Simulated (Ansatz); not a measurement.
Wanted: the native input for an Ansatz 0.2.0 run.

| Quantity | Value |
| --- | --- |
| Task | single point |
| Functional | PBEsol |
| Potentials or basis | all-electron LAPW, scalar-relativistic |
| Cutoff | 299 eV (chosen from the basis error) |
| Basis error allowed | 0.001 eV/atom |
| k mesh | 9 × 9 × 5 |
| Occupations | fermi-dirac, width 0.05 eV |
| Spin | no spin polarisation |

PtS2:

```
CELL_PARAMETERS angstrom
3.54320 0.00000 0.00000
-1.77160 3.06850 0.00000
0.00000 0.00000 5.03880
ATOMIC_POSITIONS crystal
Pt 0.00000 0.00000 0.00000
S 0.66667 0.33333 0.77300
S 0.33333 0.66667 0.22700
```

One way to write it, as run:

input.yaml

```yaml
crystal:
  lattice:
    - [3.5432, 0.0, 0.0]
    - [-1.7716, 3.0685012107, 0.0]
    - [0.0, 0.0, 5.0388]
  atoms:
    - { symbol: Pt, position: [0.0, 0.0, 0.0] }
    - { symbol: S, position: [0.6666666667, 0.3333333333, 0.773] }
    - { symbol: S, position: [0.3333333333, 0.6666666667, 0.227] }
kpoints:
  mp_grid: { grid: [9, 9, 5] }
scf:
  occupations: { method: fermi_dirac, width: 0.05 }
hamiltonian:
  xc: pbesol
  pseudopotentials: { kind: all_electron, lapw: { basis_error: 0.001 } }
output:
  forces: true
  stress: true
  eigenvalues: true
  populations: true
```

Potentials or basis: all-electron LAPW, scalar-relativistic.

Command:

```console
$ ansatz run input.yaml --threads 2 --pin off --max-ram 8192MiB --backend cpu --events-out ev --progress --plain --runs-dir out
```

Results of the run:

| Property | Result |
| --- | --- |
| Pressure | 6.4 GPa |
| Largest force | 0.950 eV/Å |
| Band gap on the k mesh | 0.96 eV, indirect (least direct gap 1.00 eV) |
| Loewdin charges | Pt +0.68; S -0.22 e |

Caveat: the atomic charges don't sum to the cell's charge; spin-orbit coupling is left out, which moves the levels of the heavy elements; an odd mesh through Γ misses points on the zone boundary, where band edges often lie.

Run time: 17 s on 2 threads of Arm Neoverse V1, on a shared host, peak memory 0.47 GiB.
